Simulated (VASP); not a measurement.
Here is a VASP 6.6.1 calculation.

Contents of INCAR:

```
ALGO = Normal
EDIFF = 1E-6
ENCUT = 520
GGA = PS
ISIF = 2
ISMEAR = 0
LASPH = True
LCHARG = False
LREAL = False
LWAVE = False
NBANDS = 7
NELM = 100
PREC = Accurate
SIGMA = 0.15
```

File KPOINTS:

```
k-points
0
Gamma
  18 18 18
```

The input POSCAR:

```
Mg
1.0
    0.0000000000      2.3789113600      2.2442560000
    2.3789113600      0.0000000000      2.2442560000
    2.3789113600      2.3789113600      0.0000000000
Mg
1
Direct
    0.0000000000      0.0000000000      0.0000000000
```

Potentials or basis: VASP PAW PBE potentials, release 64 (Mg).

Command:

```bash
$ cat potpaw_PBE.64/Mg/POTCAR > POTCAR
$ mpirun -np 1 vasp_std > vasp.out
```

Task: Estimate the band gap on the k mesh.

Result: None (metal or under the smearing width).

Task: What does it give for the pressure?

Result: -3.4 GPa.

Stress tensor (GPa, compression positive):
```
-3.53  0.00  0.00
 0.00 -3.53  0.00
 0.00  0.00 -3.04
```

Caveat: the PAW data sets were made with another functional, which shifts forces and pressure a little.
